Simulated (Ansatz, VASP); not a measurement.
## InP in VASP and in Ansatz

INCAR

```
SYSTEM = InP
  PREC = Accurate
  ENCUT = 520
  EDIFF = 1E-6
  ISMEAR = 0
  SIGMA = 0.1
  LREAL = .False.
  LASPH = .True.
  NELM = 80
  ALGO = Normal
  ISIF = 2
  LWAVE = .False.
  LCHARG = .False.
  GGA = PS
  NBANDS = 16
```

Contents of KPOINTS:

```
Automatic mesh
0
Gamma
  6 6 6
  0 0 0
```

The input POSCAR:

```
InP
1.0
    0.0000000000      2.9519763900      2.9519763900
    2.9519763900      0.0000000000      2.9519763900
    2.9519763900      2.9519763900      0.0000000000
In P
1 1
Direct
    0.0000000000      0.0000000000      0.0000000000
    0.7500000000      0.7500000000      0.7500000000
```

Input for Ansatz:

```yaml
crystal:
  lattice:
    - [0.0, 2.95197639, 2.95197639]
    - [2.95197639, 0.0, 2.95197639]
    - [2.95197639, 2.95197639, 0.0]
  atoms:
    - { symbol: In, position: [0.0, 0.0, 0.0] }
    - { symbol: P, position: [0.75, 0.75, 0.75] }
basis:
  ecutwfc: 420
kpoints:
  mp_grid: { grid: [6, 6, 6] }
hamiltonian:
  xc: pbesol
  pseudopotentials: { kind: paw, azcp: { folder: soft_1 } }
scf:
  occupations: { method: gaussian, width: 0.1 }
output:
  forces: true
  stress: true
  eigenvalues: true
```

The cell is a database's computed one.

Alike in both runs: task single point; functional PBEsol; k mesh 6 × 6 × 6; occupations gaussian, width 0.1 eV; no spin polarisation.

|  | VASP | Ansatz |
| --- | --- | --- |
| version | VASP 6.6.1 | Ansatz 0.2.0 |
| potentials or method | VASP PAW PBE potentials, release 64 (In_d, P) | scalar-relativistic, plane waves, PAW |
| plane-wave cutoff (eV) | 520 | 420 |
| valence electrons in the cell | 18 | 18 |

|  | VASP | Ansatz | Ansatz less VASP |
| --- | --- | --- | --- |
| gap on the k mesh at the Fermi level (eV) | 0.49 | 0.49 | -0.001 |
| least direct gap on the mesh (eV) | 0.49 | 0.49 | -0.001 |
| pressure (GPa) | -0.9 | -0.8 | +0.03 |

Ansatz warned: «pseudo_functional_mismatch».

Caveats: the PAW data sets were made with another functional, which shifts forces and pressure a little (VASP); spin-orbit coupling is left out, which moves the levels of the heavy elements.
